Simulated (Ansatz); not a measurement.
GeO2 (space group P3_221)

```xyz
9
Lattice="5.0924 0.0000 0.0000 -2.5462 4.4101 0.0000 0.0000 0.0000 5.7684" Properties=species:S:1:pos:R:3 pbc="T T T"
Ge     1.3861     2.4008     2.8842
Ge     2.3202     0.0000     0.9614
Ge    -1.1601     2.0093     4.8070
O      0.5070     1.7523     4.2795
O      0.7752     3.9730     2.3567
O     -1.2821     3.0949     0.4339
O      1.2641     1.3152     1.4889
O      3.0531     2.6578     3.4117
O      3.3213     0.4371     5.3345
```

The slice is a (1 -1 0 0) plane (indices of the conventional cell) through the point (0.099, 0.702, 0.075) (fractional), spanned by u = [110] and v = [001] in vectors of this cell: u (5.09 Å) and v (5.77 Å, at 90° to u). It covers one period; positions are fractions (u, v).

All values below come from PBE (plane waves to 420 eV, PAW, scalar-relativistic; Ansatz, a program for electronic structure). k mesh 8×8×6. Near the nuclei the fields are pseudised (PAW); where an atom keeps semicore shells as valence, they peak there. GeO2 was relaxed with its symmetry unable to fall.

### Question
Predict the map of the density of the highest valence band (whole band, smooth part) on the slice.

### Answer
```
|:++:.                    |
|=*+:.                   .|
|--:.        .           .|
|...        ...           |
|          .....          |
|           ...           |
|            .            |
|                         |
|                         |
|                         |
|                         |
|                  .::.   |
|                  :=*+:  |
|                 .:*@@+: |
|                 .:+@@*: |
|                  .-++-. |
|                   .::.  |
|                         |
|                         |
|                         |
|                         |
|                         |
|                         |
|.                      ..|
|:.                    .:-|
|=.                    :=*|
|:                    .:++|
| .:.                  .:.|
```
Scale: ten equal steps from 0.000 (start of ' ') to 0.222 (end of '@'), in the order ' .:-=+*#%@'. Values: density of the highest valence band (whole band, smooth part) in e/Å³. The map has 25 points along u (one character each, u = 0 at the left) and 28 along v (v = 0 in the bottom row).
